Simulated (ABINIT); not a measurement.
The system is PbF2 (Fluorocronite).

```
Pb F
1.0
     0.00000    2.96366    2.96366
     2.96366    0.00000    2.96366
     2.96366    2.96366    0.00000
Pb F
1 2
Direct
  0.00000 0.00000 0.00000
  0.75000 0.75000 0.75000
  0.25000 0.25000 0.25000
```

- Program: ABINIT 10.8.3 (patched build)
- Task: relaxation of cell and atoms
- Functional: PBE
- Potentials or basis: PseudoDojo NC SR PBE v0.4.1 standard
- Cutoff: 1143 eV
- k mesh: 6 × 6 × 6
- Occupations: fermi-dirac, width 0.05 eV
- Spin: no spin polarisation

At the start: pressure 2.7 GPa; volume 17.35 Å³/atom.

Q: How do energy, volume and symmetry change on relaxing?

A: Over 4 steps the energy falls by 5.3 meV/atom and the volume is 18.01 Å³/atom (+3.8 %); space group Fm-3m (No. 225, to 0.05 Å).

The path:
```csv
step,energy change (eV),largest force (eV/Å),pressure (GPa),volume (Å³)
1,0.0000,0.0000,2.70,52.06
2,-0.0064,0.0000,2.06,52.49
3,-0.0159,0.0000,0.10,53.94
4,-0.0160,0.0000,0.00,54.02
```

Final structure:
```
Pb F
1.0
     0.00000    3.00039    3.00039
     3.00039    0.00000    3.00039
     3.00039    3.00039    0.00000
Pb F
1 2
Direct
  0.00000 0.00000 0.00000
  0.75000 0.75000 0.75000
  0.25000 0.25000 0.25000
```
